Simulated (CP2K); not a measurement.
Runs of CP2K 2026.2 on MoS2. The structure is trigonal, space group R3m (No. 160). The conventional cell has a = 3.160 Å, b = 3.160 Å, c = 18.450 Å, α = 90.00°, β = 90.00°, γ = 120.00°. Mo (site symmetry 3m) has 6 S at 2.39 Å as nearest neighbours. S (site symmetry 3m) is surrounded by 3 Mo at 2.39 Å. S (site symmetry 3m) has 3 Mo at 2.39 Å as nearest neighbours. Measurements of this composition are mostly on another form, of space group No. 194.

| level | potentials or basis | smearing | NGRIDS | points a segment of the path (NPOINTS) | bands added on the path | CUTOFF of the grids | gap on the mesh (eV) | pressure (GPa) | largest force (eV/Å) |
| --- | --- | --- | --- | --- | --- | --- | --- | --- | --- |
| TB-mBJ | POTENTIAL_UZH Mo GTH-PBE-q14, S GTH-PBE-q6; TZVP-MOLOPT-PBE-GTH basis | fermi-dirac 0.05 eV | 4 | 10 | 6 | 675 Ry | 1.07 | - | - |
| PBEsol | POTENTIAL_UZH Mo GTH-PBE-q14, S GTH-PBE-q6; TZVP-MOLOPT-PBE-GTH basis | fermi-dirac 0.1 eV | 4 | 8 | 2 | 450 Ry | 0.91 | (a) | (c) |
| r2SCAN | POTENTIAL_UZH Mo GTH-SCAN-q14, S GTH-SCAN-q6; TZVP-MOLOPT-SCAN-GTH basis | fermi-dirac 0.0259 eV | 5 | 6 | 2 | 675 Ry | 1.08 | 5.6 | 0.57 |
| LDA | GTH_POTENTIALS Mo GTH-PADE-q14, S GTH-PADE-q6; TZVP-MOLOPT-PBE-GTH basis | fermi-dirac 0.05 eV | 5 | 8 | 6 | 450 Ry | (b) | -1.1 | 0.40 |

Alike in all rows: task band structure; no spin polarisation; cell as given; k mesh 10 × 10 × 10.

Q: Estimate the missing entries.

A: (a) 2.7; (b) 0.89; (c) 0.56.

Caveats: the basis of atomic orbitals isn't converged, which shifts pressures, moduli and gaps; the potentials were made for another functional, which shifts forces and pressure (some runs); this is a model potential without an energy functional, so only levels have meaning (some runs); the mesh misses the band edges, which the band path finds closer together (some runs).

A k mesh can miss the band edges, and the runs leave out spin-orbit coupling on Mo.
